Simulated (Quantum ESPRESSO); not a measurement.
Crystal: MgSi.

```
CELL_PARAMETERS angstrom
2.90839 0.00000 0.00000
0.00000 2.90839 0.00000
0.00000 0.00000 4.10343
ATOMIC_POSITIONS crystal
Si 0.50000 0.50000 0.50000
Mg 0.00000 0.00000 0.00000
```

The cell comes from a database or a generator and needn't be the stable form of this composition.

| Property | Result |
| --- | --- |
| Program | Quantum ESPRESSO 7.5 |
| Task | single point |
| Functional | PBEsol |
| Potentials or basis | GBRV 1.5 PBEsol |
| Cutoff | 612 eV |
| Density cutoff | 4898 eV |
| k mesh | 9 × 9 × 7 |
| Occupations | fermi-dirac, width 0.05 eV |
| Spin | no spin polarisation |

On this cell: pressure -1.6 GPa; largest force under 0.003 eV/Å; band gap on the k mesh none (metal or under the smearing width).

The same run follows on a disturbed copy (atoms moved at random, drawn with an rms of 0.05 Å):

```
Si Mg
1.0
     2.90839    0.00000    0.00000
     0.00000    2.90839    0.00000
     0.00000    0.00000    4.10343
Si Mg
1 1
Cartesian
  1.4730 1.3973 2.0029
  -0.0128 0.0234 0.0126
```

What changes?

The energy (extrapolated to zero smearing) moves by +6.6 meV/atom; pressure -1.4 GPa; largest force 0.272 eV/Å; band gap on the k mesh none (metal or under the smearing width).

Forces in eV/Å, atoms in the order of the input:
```
Si  -0.055  0.138  0.228
Mg   0.055 -0.138 -0.228
```

Stress tensor (GPa, compression positive):
```
 0.66 -0.07 -0.11
-0.07  0.62  0.27
-0.11  0.27 -5.41
```
